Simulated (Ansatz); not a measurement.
**Field gradients against strain in AgCl**

```yaml
crystal:
  lattice:
    - [0.00000, 2.77315, 2.77315]
    - [2.77315, 0.00000, 2.77315]
    - [2.77315, 2.77315, 0.00000]
  atoms:
    - { symbol: Ag, position: [0.50000, 0.50000, 0.50000] }
    - { symbol: Cl, position: [0.00000, 0.00000, 0.00000] }
```

Atom numbers follow the list: Ag1, Cl2.

The cell comes from COD entry 9011666, which wasn't checked; take it as a given geometry.

Theory: DFT, PBEsol, all-electron PAW with datasets made for the crystal, scalar-relativistic (Ansatz 0.2.0).

The runs use a Γ-centred 9×9×9 k mesh, Fermi–Dirac smearing of 0.01 eV, cutoff 260 eV (chosen by the program for this cell), no spin polarisation.

The strain is applied along the Cartesian axes of the cell as listed (the other components stay zero). Fractional coordinates are held (clamped ions).

The columns are Cartesian components of the electric field gradient at the nuclei, in 10²¹ V/m².

Spin–orbit coupling is left out, which moves gradients at and beside heavy atoms by some per cent and at worst by a factor of two.

Only quantities that a quadratic follows smoothly over the whole series are listed; rougher ones are left out.

```
εxx = εyy  Vzz at Ag1  Vzz at Cl2
  -0.0200        1.03       -1.00
  -0.0100        0.49       -0.50
   0.0000        0.00        0.00
   0.0200       -0.87        1.03
```

Task: Fit the series and give the gradient–strain slopes.

Result: Least-squares fits y = p0 + p1 x + p2 x² to the rows give Vzz at Ag1: p1 = -47.5, p2 = 200; Vzz at Cl2: p1 = 50.7, p2 = 34. The slopes p1 are in 10²¹ V/m² per unit strain, for clamped ions.

Task: One run, at εxx = εyy = 0.0100, is withheld. Predict its row.

Result: The fits give -0.46, 0.51; the run gave -0.45, 0.51.
